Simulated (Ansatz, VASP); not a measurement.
# Te in VASP and in Ansatz

```xyz
3
Lattice="4.4209 0.0080 -0.0424 -2.2036 3.8799 0.0424 -0.0564 0.0325 5.9587" Properties=species:S:1:pos:R:3 pbc="T T T"
Te    1.1877    0.0930    1.1582
Te   -0.4840    1.1138    4.9168
Te    1.4444    2.8158    2.9390
```

Change from the starting cell: kmesh displaced: [4, 4, 2] Gamma-centred.

Alike in both runs: task single point; functional PBE; k mesh 4 × 4 × 2; occupations gaussian, width 0.01 eV; no spin polarisation.

```csv
,VASP,Ansatz
version,VASP 6.6.1,Ansatz 0.2.0
potentials or method,"VASP PAW PBE potentials, release 64 (Te)","scalar-relativistic, plane waves, PAW"
plane-wave cutoff (eV),520,420
valence electrons in the cell,18,48
```

|  | VASP | Ansatz | Ansatz less VASP |
| --- | --- | --- | --- |
| pressure (GPa) | 1.3 | 1.4 | +0.01 |
| largest component of the traceless stress (GPa) | 0.85 | 0.86 | +0.007 |
| rms of the force components (eV/Å) | 0.343 | 0.342 | -0.0009 |

Atom by atom the forces differ by 0.003 eV/Å (rms over components). The two sets of potentials don't hold the same shells in valence.

Caveats: the k mesh is coarse (spacing up to 0.53 Å⁻¹), so the values aren't converged. The runs have no spin-orbit coupling, so splittings on Te are missing.
